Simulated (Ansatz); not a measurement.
**BaS (h-MgO (five-fold) type): Wannier functions and tight-binding models**

Aim: build maximally localised Wannier functions for BaS (h-MgO (five-fold) type) from several sets of trial orbitals, and check spreads and centres, and how well the models interpolate the bands. The runs, in order: PBE, anion s p, 6×6×4; PBE, anion s p, 6×6×2; PBE, anion p, 6×6×4; r2SCAN, anion s p, 6×6×4; r2SCAN, anion p, 6×6×4; HSE06, anion s p, 6×6×4 (level, trial orbitals, Wannier mesh).

Program: Ansatz 0.2.0. Level of theory: plane waves, PAW. These are calculated values, not measurements.

3 further runs of the same task are left out: 3 that didn't finish.

## 1. The system as given

The structure is hexagonal, space group P6_3/mmc (No. 194). Conventional cell: a = 5.384 Å, b = 5.384 Å, c = 6.382 Å, α = 90.00°, β = 90.00°, γ = 120.00°. Ba (site symmetry -6m2) has 5 S at 3.11 to 3.19 Å as nearest neighbours. Around S (site symmetry -6m2) lie 5 Ba at 3.11 to 3.19 Å.

Coordinates:

```xyz
4
Lattice="5.3844 0.0000 0.0000 -2.6922 4.6631 0.0000 0.0000 0.0000 6.3817" Properties=species:S:1:pos:R:3 pbc="T T T"
Ba    0.0000    3.1087    1.5954
Ba    2.6922    1.5544    4.7863
S     2.6922    1.5544    1.5954
S     0.0000    3.1087    4.7863
```

The cell was relaxed beforehand with r2SCAN; those runs aren't shown. No run includes spin-orbit coupling, which matters for Ba.

## 2. PBE, anion s p, 6×6×4

Input file input.yaml:

```yaml
crystal:
  lattice:
    - [5.3844481442, 0.0, 0.0]
    - [-2.6922240721, 4.6630688783, 0.0]
    - [0.0, 0.0, 6.3816974997]
  atoms:
    - { symbol: Ba, position: [0.3333333333, 0.6666666667, 0.25] }
    - { symbol: Ba, position: [0.6666666667, 0.3333333333, 0.75] }
    - { symbol: S, position: [0.6666666667, 0.3333333333, 0.25] }
    - { symbol: S, position: [0.3333333333, 0.6666666667, 0.75] }
kpoints:
  mp_grid: { grid: [6, 6, 4] }
  band_path:
    path:
      - [[0.0, 0.0, 0.0], [0.5, -1.31064543319e-17, 0.0], [0.3333333333333, 0.3333333333333, 0.0], [0.0, 0.0, 0.0], [0.0, 0.0, 0.5], [0.5, -1.31064543319e-17, 0.5], [0.3333333333333, 0.3333333333333, 0.5], [0.0, 0.0, 0.5]]
      - [[0.5, -1.31064543319e-17, 0.5], [0.5, -1.31064543319e-17, 0.0]]
      - [[0.3333333333333, 0.3333333333333, 0.5], [0.3333333333333, 0.3333333333333, 0.0]]
    npoints: 10
hamiltonian:
  xc: pbe
scf:
  occupations: { method: fixed }
  n_extra_bands: 6
output:
  forces: false
  stress: false
  eigenvalues: true
  wannier:
    kmesh: [6, 6, 4]
    projections: [{ species: S, l: s, shell: 3 }, { species: S, l: p, shell: 3 }]
    minimise: true
    write_hr: true
    conv_tol: 1.0e-08
    max_iter: 3000
```

Started as:

```
> ansatz run input.yaml --threads 4 --pin off --max-ram 3686MiB --backend cpu --events-out ev --progress --plain --runs-dir out
```

After this run come: PBE, anion s p, 6×6×2; PBE, anion p, 6×6×4; r2SCAN, anion s p, 6×6×4; r2SCAN, anion p, 6×6×4; HSE06, anion s p, 6×6×4.

Before running them: what should the planned runs give, taken together? Wanted: total spread, PBE, anion s p, 6×6×4; total spread, PBE, anion s p, 6×6×2; total spread, PBE, anion p, 6×6×4; total spread, r2SCAN, anion s p, 6×6×4; total spread, r2SCAN, anion p, 6×6×4; total spread, HSE06, anion s p, 6×6×4; centres of the first set.

The runs gave:

```
                              quantity                                 value
   total spread, PBE, anion s p, 6×6×4             20.22 Å² over 8 functions
   total spread, PBE, anion s p, 6×6×2             19.10 Å² over 8 functions
     total spread, PBE, anion p, 6×6×4             15.22 Å² over 6 functions
total spread, r2SCAN, anion s p, 6×6×4             20.45 Å² over 8 functions
  total spread, r2SCAN, anion p, 6×6×4             14.81 Å² over 6 functions
 total spread, HSE06, anion s p, 6×6×4             21.47 Å² over 8 functions
              centres of the first set  0.49 to 0.55 Å from the nearest atom
```

In words: With PBE, anion s p, 6×6×4 the 8 functions move off the atoms, with a mean spread of 2.53 Å²; 90 % of the total is gauge invariant. On one set and mesh the functional gives 20.22 (PBE), 20.45 (r2SCAN), 21.47 (HSE06) Å².
